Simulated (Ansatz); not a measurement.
The system is Te2Mo.

```
Te Mo
1.0
     3.51820    0.00000    0.00000
    -1.75910    3.04685    0.00000
     0.00000    0.00000   13.97360
Te Mo
4 2
Cartesian
  1.7591 1.0156 5.2960
  0.0000 2.0312 12.2828
  1.7591 1.0156 1.6908
  0.0000 2.0312 8.6776
  1.7591 1.0156 10.4802
  0.0000 2.0312 3.4934
```

Base run:

| Property | Result |
| --- | --- |
| Program | Ansatz 0.2.0 |
| Functional | RPBE |
| Potentials or basis | Ansatz PAW |
| Cutoff | 420 eV (not typed: the program's choice for these potentials) |
| k mesh | 9 × 9 × 2 |
| Occupations | fermi-dirac, width 0.05 eV |
| Spin | no spin polarisation |

Its results: band gap on the k mesh 0.81 eV, indirect (least direct gap 1.04 eV); pressure 4.9 GPa; largest force 0.259 eV/Å.

After a change of settings the same cell gave: band gap on the k mesh 0.80 eV, indirect (least direct gap 1.04 eV); pressure 4.3 GPa; largest force 0.234 eV/Å. Which change was it?
A. functional from RPBE to revPBE
B. functional from RPBE to LDA
C. functional from RPBE to BLYP
D. functional from RPBE to r2SCAN; cutoff from 420 eV (not typed: the program's choice for these potentials) to 500 eV (not typed: the program's choice for these potentials)

A.

Caveats: the k mesh misses the band edges, so the gap on the mesh is wider than the one along the path; spin-orbit coupling is left out, which moves the levels of the heavy elements; this functional lacks dispersion, which binds the layers, so the pressure and a relaxed spacing across them are unreliable; the PAW data sets come from PBE, with cores solved anew for the run's functional, which leaves a small shift of forces and pressure.

Runs at the PBE level aren't shown here.
